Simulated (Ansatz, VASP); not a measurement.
# TaN in VASP and in Ansatz

```xyz
4
Lattice="2.9171 0.0000 0.0000 -1.4586 2.5263 0.0000 0.0000 0.0000 5.9150" Properties=species:S:1:pos:R:3 pbc="T T T"
Ta    0.0000    0.0000    0.0000
Ta    0.0000    0.0000    2.9575
N     0.0000    1.6842    1.4787
N     1.4586    0.8421    4.4362
```

Alike in both runs: functional PBE; k mesh 18 × 18 × 8; occupations gaussian, width 0.1 eV; no spin polarisation.

Ansatz relaxed the structure, and its values are those at the end. VASP's run is a single point on that final structure, the one shown.

|  | VASP | Ansatz |
| --- | --- | --- |
| version | VASP 6.6.1 | Ansatz 0.2.0 |
| potentials or method | VASP PAW PBE potentials, release 64 (Ta_pv, N) | scalar-relativistic, plane waves, PAW |
| plane-wave cutoff (eV) | 520 | 420 |
| valence electrons in the cell | 32 | 36 |

VASP gave:

| Property | Result |
| --- | --- |
| gap on the k mesh at the Fermi level (eV) | none |
| pressure (GPa) | 0.7 |

What did Ansatz give for the same quantities?

gap on the k mesh at the Fermi level (eV): none; pressure (GPa): 0.0.

A gap of «none» marks a metal or a gap that the smearing closes. The two sets of potentials don't hold the same shells in valence.

Spin-orbit coupling is left out, which matters for the levels of Ta.
